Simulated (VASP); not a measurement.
Wanted: the native input for a VASP 6.6.1 run.

```yaml
Task: electrostatic potential
Functional: SCAN
Dispersion: D3(BJ)
Potentials_or_basis: VASP PAW PBE potentials, release 54 (K_pv)
Cutoff: 500 eV
k_mesh: 7 × 7 × 7
Occupations: gaussian, width 0.01 eV
Spin: no spin polarisation
Monkhorst-Pack_mesh: yes
Further_INCAR_settings: PREC = Normal; ALGO = Normal; EDIFF = 1e-06
```

The structure of K lies in POSCAR:

```
K
1.0
   -2.6819660000      2.6967990000      2.6590600000
    2.6943220000     -2.7013980000      2.6760170000
    2.7202760000      2.7397090000     -2.6636600000
K
1
Cartesian
   -0.0158169948     -0.0152924174     -0.0033307352
```

The cell isn't the ideal one: cell strained at random at fixed volume.

The input as run:

INCAR

```
PREC = Normal
ENCUT = 500
EDIFF = 1E-6
ISMEAR = 0
SIGMA = 0.01
LREAL = F
LASPH = T
NELM = 80
ALGO = Normal
ISIF = 2
LWAVE = F
LCHARG = T
METAGGA = SCAN
LMIXTAU = T
IVDW = 12
LVHAR = T
```

KPOINTS

```
regular mesh
0
Monkhorst-Pack
  7 7 7
```

Potentials or basis: VASP PAW PBE potentials, release 54 (K_pv).

The run is started by

```console
$ cat potpaw_PBE.54/K_pv/POTCAR > POTCAR
$ mpirun -np 1 vasp_std > vasp.out
```

Results of the run:

```yaml
Pressure: -0.2 GPa
Dispersion_energy_per_atom: -0.026 eV
```

Caveat: the PAW data sets were made with another functional, which shifts forces and pressure a little; pairwise dispersion overbinds metals, which lowers pressure and volume.

Wall time 2.1 min on 1 thread of Intel(R) Xeon(R) Platinum 8488C (Sapphire Rapids) (shared host), peak memory 0.24 GiB.
